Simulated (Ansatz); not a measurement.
C2H2 on a (001) slab of C (R-3m (No. 166)), a single plane, 1 a cell of 84.2 Å², relaxed and still whole (its atoms last):

```
CELL_PARAMETERS angstrom
9.86020 0.00000 0.00000
-4.93010 8.53918 0.00000
0.00000 0.00000 18.00161
ATOMIC_POSITIONS crystal
C 0.41667 0.33333 0.44440
C 0.41662 0.58329 0.44419
C 0.41668 0.83329 0.44408
C 0.41668 0.08331 0.44411
C 0.66671 0.33332 0.44420
C 0.66670 0.58334 0.44403
C 0.66669 0.83332 0.44390
C 0.66671 0.08333 0.44407
C 0.91670 0.33332 0.44406
C 0.91675 0.58333 0.44376
C 0.91676 0.83335 0.44311
C 0.91675 0.08336 0.44376
C 0.16664 0.33329 0.44412
C 0.16665 0.58330 0.44399
C 0.16660 0.83331 0.44342
C 0.16659 0.08322 0.44355
C 0.33331 0.16661 0.44409
C 0.33331 0.41664 0.44427
C 0.33332 0.66663 0.44407
C 0.33332 0.91663 0.44389
C 0.58340 0.16667 0.44418
C 0.58335 0.41663 0.44434
C 0.58334 0.66664 0.44410
C 0.58335 0.91667 0.44409
C 0.83337 0.16666 0.44401
C 0.83338 0.41666 0.44405
C 0.83344 0.66674 0.44353
C 0.83343 0.91665 0.44348
C 0.08328 0.16663 0.44383
C 0.08332 0.41663 0.44409
C 0.08329 0.66660 0.44371
C 0.08328 0.91662 0.44308
C 0.08037 0.91478 0.63062
C 0.93913 0.84294 0.63182
H 0.20560 0.97850 0.62826
H 0.81380 0.77919 0.63158
```

Computed with Ansatz, DFT PBE+D3(BJ), scalar-relativistic, plane waves, PAW. Settings: cutoff 420 eV, Γ-centred mesh 2×2×1 on the computed 36-atom cell, Gaussian smearing of 0.05 eV; no spin polarisation. The cell repeats along c with a dipole correction in the vacuum.

It binds with 0.16 eV a molecule against the clean slab and the free molecule (no zero-point or thermal terms); its shortest contact is C–C 3.38 Å. Take first-order desorption with no barrier to adsorption, no reaction on the face and an assumed prefactor of 10^13 s⁻¹.

Problem. How long does a molecule stay at 400 K?

Solution. τ = ν⁻¹·exp(E/k_BT) with k_BT = 0.0345 eV: E/k_BT = 4.6, so τ ≈ 1×10^-11 s. At about one hit a site a second (10⁻⁶ mbar) the coverage is near τ × 1 s⁻¹, so a layer needs more than atmospheric pressure.

Problem. Where does its peak lie in a desorption experiment heated at 1 K/s?

Solution. The peak obeys E/(k_B·T_p²) = (ν/β)·exp(−E/k_BT_p). Solving gives T_p ≈ 61 K (E/k_BT_p = 30.6). An error of 0.1 eV in E moves it by about 38 K, and larger molecules have larger prefactors, which lowers it.

Problem. Is this physisorption or chemisorption?

Solution. The tightest contact, C–C 3.38 Å, is 2.22 times the sum of covalent radii, and deformation and lateral interaction add up to 0.00 eV; under 0.01 e cross the plane between them. This is physisorption.